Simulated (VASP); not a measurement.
# ZrN (Fm-3m) in VASP: further runs, part 3 of 3

VASP 6.6.1. The steps go on from the part before.

## 6. Band structure, PW91

File POSCAR:

```
ZrN
1.0
    0.0000000000      2.3000000000      2.3000000000
    2.3000000000      0.0000000000      2.3000000000
    2.3000000000      2.3000000000      0.0000000000
Zr N
1 1
Direct
    0.5000000000      0.5000000000      0.5000000000
    0.0000000000      0.0000000000      0.0000000000
```

File INCAR.step1:

```
SYSTEM = ZrN
PREC = Accurate ; ENCUT = 520
EDIFF = 1E-6 ; ISMEAR = -1
SIGMA = 0.05 ; LREAL = .FALSE.
LASPH = .TRUE. ; NELM = 60
ALGO = Fast ; ISIF = 2
LWAVE = .FALSE. ; LCHARG = .TRUE.
LMAXMIX = 4 ; GGA = 91
```

File KPOINTS.step1:

```
Automatic mesh
0
G
  10 10 10
  0 0 0
```

File INCAR.step2:

```
SYSTEM = ZrN
PREC = Accurate ; ENCUT = 520
EDIFF = 1E-6 ; ISMEAR = 0
SIGMA = 0.05 ; LREAL = .FALSE.
LASPH = .TRUE. ; NELM = 60
ALGO = Fast ; ISIF = 2
LWAVE = .FALSE. ; LCHARG = .FALSE.
LMAXMIX = 4 ; GGA = 91
ICHARG = 11
```

File KPOINTS.step2:

```
path GXWKGLUWLK,UX
20
line-mode
reciprocal
 0.0000000000  0.0000000000  0.0000000000  G
 0.5000000000  0.0000000000  0.5000000000  X

 0.5000000000  0.0000000000  0.5000000000  X
 0.5000000000  0.2500000000  0.7500000000  W

 0.5000000000  0.2500000000  0.7500000000  W
 0.3750000000  0.3750000000  0.7500000000  K

 0.3750000000  0.3750000000  0.7500000000  K
 0.0000000000  0.0000000000  0.0000000000  G

 0.0000000000  0.0000000000  0.0000000000  G
 0.5000000000  0.5000000000  0.5000000000  L

 0.5000000000  0.5000000000  0.5000000000  L
 0.6250000000  0.2500000000  0.6250000000  U

 0.6250000000  0.2500000000  0.6250000000  U
 0.5000000000  0.2500000000  0.7500000000  W

 0.5000000000  0.2500000000  0.7500000000  W
 0.5000000000  0.5000000000  0.5000000000  L

 0.5000000000  0.5000000000  0.5000000000  L
 0.3750000000  0.3750000000  0.7500000000  K

 0.6250000000  0.2500000000  0.6250000000  U
 0.5000000000  0.0000000000  0.5000000000  X
```

Potentials or basis: VASP PAW PBE potentials, release 64 (Zr_sv, N).

Started as:

```
$ cat potpaw_PBE.64/Zr_sv/POTCAR potpaw_PBE.64/N/POTCAR > POTCAR
$ cp INCAR.step1 INCAR
$ cp KPOINTS.step1 KPOINTS
$ mpirun -np 1 vasp_std > vasp.out
$ cp INCAR.step2 INCAR
$ cp KPOINTS.step2 KPOINTS
$ mpirun -np 1 vasp_std > vasp.out
```

OUTCAR:

```text
SYSTEM = ZrN
   PREC = Accurate
   ENCUT = 520
   EDIFF = 1E-6
   ISMEAR = 0
   LREAL = .FALSE.
   LASPH = .TRUE.
   NELM = 60
   ISIF = 2
   GGA = 91
   ICHARG = 11

 ion  position               nearest neighbor table
   1  0.500  0.500  0.500-   2 2.30   2 2.30   2 2.30   2 2.30   2 2.30   2 2.30
   2  0.000  0.000  0.000-   1 2.30   1 2.30   1 2.30   1 2.30   1 2.30   1 2.30

  LATTYP: Found a face centered cubic cell.
 ALAT       =     4.6000000000

  Lattice vectors:

 A1 = (   0.0000000000,   2.3000000000,   2.3000000000)
 A2 = (   2.3000000000,   0.0000000000,   2.3000000000)
 A3 = (   2.3000000000,   2.3000000000,   0.0000000000)

Analysis of symmetry for initial positions (statically):
=====================================================================
 Subroutine PRICEL returns:
 Original cell was already a primitive cell.

 Routine SETGRP: Setting up the symmetry group for a
 face centered cubic supercell.

 Subroutine GETGRP returns: Found 48 space group operations
 (whereof 48 operations were pure point group operations)
 out of a pool of 48 trial point group operations.

The static configuration has the point symmetry O_h .

Analysis of symmetry for dynamics (positions and initial velocities):
=====================================================================
 Subroutine PRICEL returns:
 Original cell was already a primitive cell.

 Routine SETGRP: Setting up the symmetry group for a
 face centered cubic supercell.

 Subroutine GETGRP returns: Found 48 space group operations
 (whereof 48 operations were pure point group operations)
 out of a pool of 48 trial point group operations.

The dynamic configuration has the point symmetry O_h .

 Subroutine INISYM returns: Found 48 space group operations
 (whereof 48 operations are pure point group operations),
 and found     1 'primitive' translations

----------------------------------------------------------------------------------------

                                     Primitive cell

  volume of cell :      24.3340

  direct lattice vectors                    reciprocal lattice vectors
     0.000000000  2.300000000  2.300000000    -0.217391304  0.217391304  0.217391304
     2.300000000  0.000000000  2.300000000     0.217391304 -0.217391304  0.217391304
     2.300000000  2.300000000  0.000000000     0.217391304  0.217391304 -0.217391304

  length of vectors
     3.252691193  3.252691193  3.252691193     0.376532784  0.376532784  0.376532784

  position of ions in fractional coordinates (direct lattice)
     0.500000000  0.500000000  0.500000000
     0.000000000  0.000000000  0.000000000

  ion indices of the primitive-cell ions
   primitive index   ion index
                 1           1
                 2           2

----------------------------------------------------------------------------------------

 KPOINTS: path GXWKGLUWLK,UX

Interpolating k-points between supplied coordinates.

 Line segments in fractional coordinates (reciprocal lattice):
    0.000000  0.000000  0.000000  ...  0.500000  0.000000  0.500000
    0.500000  0.000000  0.500000  ...  0.500000  0.250000  0.750000
    0.500000  0.250000  0.750000  ...  0.375000  0.375000  0.750000
    0.375000  0.375000  0.750000  ...  0.000000  0.000000  0.000000
    0.000000  0.000000  0.000000  ...  0.500000  0.500000  0.500000
    0.500000  0.500000  0.500000  ...  0.625000  0.250000  0.625000
    0.625000  0.250000  0.625000  ...  0.500000  0.250000  0.750000
[... 37 lines left out ...]
   dimension x,y,z NGXF=    48 NGYF=   48 NGZF=   48
   ions per type =               1   1
   NGX,Y,Z   is equivalent  to a cutoff of  12.27, 12.27, 12.27 a.u.
   NGXF,Y,Z  is equivalent  to a cutoff of  24.53, 24.53, 24.53 a.u.
 SYSTEM =  ZrN
   PREC   = accura    normal or accurate (medium, high low for compatibility)
   ISTART =      0    job   : 0-new  1-cont  2-samecut
   ICHARG =     11    charge: 1-file 2-atom 10-const
   ISPIN  =      1    spin polarized calculation?
   LNONCOLLINEAR =      F non collinear calculations
   LSORBIT =      F    spin-orbit coupling
   LASPH  =      T    aspherical Exc in radial PAW
   ENCUT  =  520.0 eV  38.22 Ry    6.18 a.u.   6.05  6.05  6.05*2*pi/ulx,y,z
   NELM   =     60;   NELMIN=  2; NELMDL=  0     # of ELM steps
   EDIFF  = 0.1E-05   stopping-criterion for ELM
   LREAL  =      F    real-space projection
   EDIFFG = 0.1E-04   stopping-criterion for IOM
   NSW    =      0    number of steps for IOM
   IBRION =     -1    ionic relax: 0-MD 1-quasi-New 2-CG
   NFREE  =      0    steps in history (QN), initial steepest desc. (CG)
   ISIF   =      2    stress and relaxation
   ISYM   =      2    0-nonsym 1-usesym 2-fastsym
   POTIM  = 0.5000    time-step for ionic-motion
   TEBEG  =    0.0;   TEEND  =   0.0 temperature during run
   PSTRESS=    0.0 pullay stress
   NELECT =      17.0000    total number of electrons
   NUPDOWN=      -1.0000    fix difference up-down
   EMIN   =  10.00;   EMAX   =-10.00  energy-range for DOS
   EFERMI =   0.00;   METHOD = LEGACY
   ISMEAR =     0;   SIGMA  =   0.05  broadening in eV -4-tet -1-fermi 0-gaus
   EFERMI_NEDOS =   21; number of points for ismear=-14 and -15
   IALGO  =     68    algorithm
   IMIX   =      4    mixing-type and parameters
     AMIX     =   0.40;   BMIX     =  1.00
     AMIX_MAG =   1.60;   BMIX_MAG =  1.00
  volume/ion in A,a.u.               =      12.17        82.11
  Fermi-wavevector in a.u.,A,eV,Ry     =   1.452624  2.745062 28.709889  2.110117
  Thomas-Fermi vector in A             =   2.569985
   LORBIT       =      0    0 simple, 1 ext, 2 COOP (PROOUT), +10 PAW based schemes
   GGA     = 91    functional components
   LHFCALC =     F    Hartree Fock is set to
   AEXX    =    0.0000 exact exchange contribution
   IVDW    =     0    specifies the selected vdW correction
   LEPSILON=     F    determine dielectric tensor
   LRPA    =     F    only Hartree local field effects (RPA)
 non-spin polarized calculation
 RMM-DIIS sequential band-by-band and
 Gauss-broadening in eV      SIGMA  =   0.05
  energy-cutoff  :      520.00
  volume of cell :       24.33
 maximum number of plane-waves:       670

 number of electron      16.9999998 magnetization

 Free energy of the ion-electron system (eV)
  ---------------------------------------------------
  ext. energy  EPLUGINS =         0.00000000
  ---------------------------------------------------
  free energy    TOTEN  =       -19.59458246 eV

  energy without entropy =      -19.59333153  energy(sigma->0) =      -19.59395699

 E-fermi :  11.5274     XC(G=0): -12.4665

 val. band max:       11.5062467637   @ k =   0.5724   0.2500   0.6776
 cond. band min:      11.5385421297   @ k =   0.0592   0.0592   0.1184
 fundamental gap:      0.0322953660
 Fermi energy:        11.5274140423

 k-point     1 :       0.0000    0.0000    0.0000
  band No.  band energies     occupation
      1     -37.6886      2.00000
      2     -15.4103      2.00000
      3     -15.4103      2.00000
      4     -15.4103      2.00000
      5      -4.3915      2.00000
      6       9.1522      2.00000
      7       9.1522      2.00000
      8       9.1522      2.00000
      9      11.4037      1.99953
     10      11.4037      1.99953
     11      11.4037      1.99953
     12      13.3591      0.00000
[... 331 lines left out ...]
 k-point    24 :       0.5000    0.0395    0.5395
  band No.  band energies     occupation
      1     -37.5080      2.00000
      2     -16.2957      2.00000
      3     -15.7643      2.00000
      4     -15.7593      2.00000
      5      -3.8343      2.00000
      6       7.2464      2.00000
      7       8.0729      2.00000
      8       8.4785      2.00000
      9       9.0388      2.00000
     10      15.2653      0.00000
     11      16.1258      0.00000
     12      16.2447      0.00000

 [... further k-points ...]

------------------------ aborting loop because EDIFF is reached ----------------------------------------

  FORCE on cell =-STRESS in cart. coord.  units (eV):
  Direction    XX          YY          ZZ          XY          YZ          ZX
  --------------------------------------------------------------------------------------
  -------------------------------------------------------------------------------------
  Total        1.7583328      1.7583328      1.7583328      0.0000000     -0.0000000     -0.0000000
  in kB      115.7705628    115.7705628    115.7705628      0.0000000     -0.0000000     -0.0000000
  external PRESSURE =     115.7705628 kB  Pullay stress =       0.0000000 kB

 VOLUME and BASIS-vectors are now :
 -----------------------------------------------------------------------------
  energy-cutoff  :      520.00
  volume of cell :       24.33
      direct lattice vectors                 reciprocal lattice vectors
     0.000000000  2.300000000  2.300000000    -0.217391304  0.217391304  0.217391304
     2.300000000  0.000000000  2.300000000     0.217391304 -0.217391304  0.217391304
     2.300000000  2.300000000  0.000000000     0.217391304  0.217391304 -0.217391304

 POSITION                                       TOTAL-FORCE (eV/Angst)
 -----------------------------------------------------------------------------------
      2.30000      2.30000      2.30000        -0.000000     -0.000000     -0.000000
      0.00000      0.00000      0.00000         0.000000      0.000000      0.000000
 -----------------------------------------------------------------------------------
    total drift:                                0.000000     -0.000000      0.000000

  FREE ENERGIE OF THE ION-ELECTRON SYSTEM (eV)
  ---------------------------------------------------
  free  energy   TOTEN  =       -19.5945824588 eV

  energy  without entropy=      -19.5933315305  energy(sigma->0) =      -19.59395699
```

It took 25 s on 1 thread of Intel Xeon 6975P-C (Granite Rapids), shared host; peak memory 0.18 GiB.

What came out:

```yaml
Band_gap_along_the_path: none (metal or under the smearing width)
```

Levels at the corners of the path, in eV from the Fermi level:
```csv
point,band 7,band 8,band 9,band 10,band 11,band 12
Γ,-2.69,-2.69,-0.43,-0.43,-0.43,1.52
X,-3.46,-3.19,-3.19,3.28,4.41,4.43
X,-3.46,-3.19,-3.19,3.28,4.41,4.41
W,-4.75,-4.75,0.97,0.97,4.42,4.49
W,-4.75,-4.75,0.97,0.97,4.42,4.49
K,-4.75,-4.47,-0.73,3.31,3.57,5.03
K,-4.75,-4.47,-0.73,3.31,3.57,5.03
Γ,-2.69,-2.69,-0.43,-0.43,-0.43,1.52
Γ,-2.69,-2.69,-0.43,-0.43,-0.43,1.52
L,-5.68,-5.68,2.93,2.99,2.99,4.74
L,-5.68,-5.68,2.93,2.99,2.99,4.74
U,-4.75,-4.47,-0.73,3.31,3.57,5.03
U,-4.75,-4.47,-0.73,3.31,3.57,5.03
W,-4.75,-4.75,0.97,0.97,4.42,4.49
W,-4.75,-4.75,0.97,0.97,4.42,4.49
L,-5.68,-5.68,2.93,2.99,2.99,4.74
L,-5.68,-5.68,2.93,2.99,2.99,4.74
K,-4.75,-4.47,-0.73,3.31,3.57,5.04
U,-4.75,-4.47,-0.73,3.31,3.57,5.04
X,-3.46,-3.19,-3.19,3.28,4.41,4.41
```

Caveat: the log is that of the step along the path at fixed density, whose energy, stress, charges and moments have no meaning; the PAW data sets were made with another functional, which shifts forces and pressure a little.

## 7. The reference run

An earlier run on the cell as given: functional PBE; potentials or basis VASP PAW PBE potentials, release 64 (Zr_sv, N); cutoff 520 eV; k mesh 10 × 10 × 10; occupations fermi-dirac, width 0.05 eV; no spin polarisation.

* Pressure: -0.6 GPa
* Band gap on the k mesh: none (metal or under the smearing width)

## 8. Overview

```csv
task,level,spin,k mesh,pressure (GPa)
band structure,PBEsol,"SOC, no magnetisation",7 × 7 × 7,-
band structure,RPBE,off,10 × 10 × 10,-
band structure,revPBE,off,10 × 10 × 10,2.1
band structure,BLYP,off,10 × 10 × 10,-
band structure,PW91,off,10 × 10 × 10,-
single point,PBE,off,10 × 10 × 10,-0.6
```

Alike in all rows: potentials or basis VASP PAW PBE potentials, release 64 (Zr_sv, N); cell as given; cutoff (eV) 520; smearing fermi-dirac 0.05 eV.

Caveats: the PAW data sets were made with another functional, which shifts forces and pressure a little (some runs).

Total energies depend on the potentials used, so only differences within one code and one set of settings carry meaning.
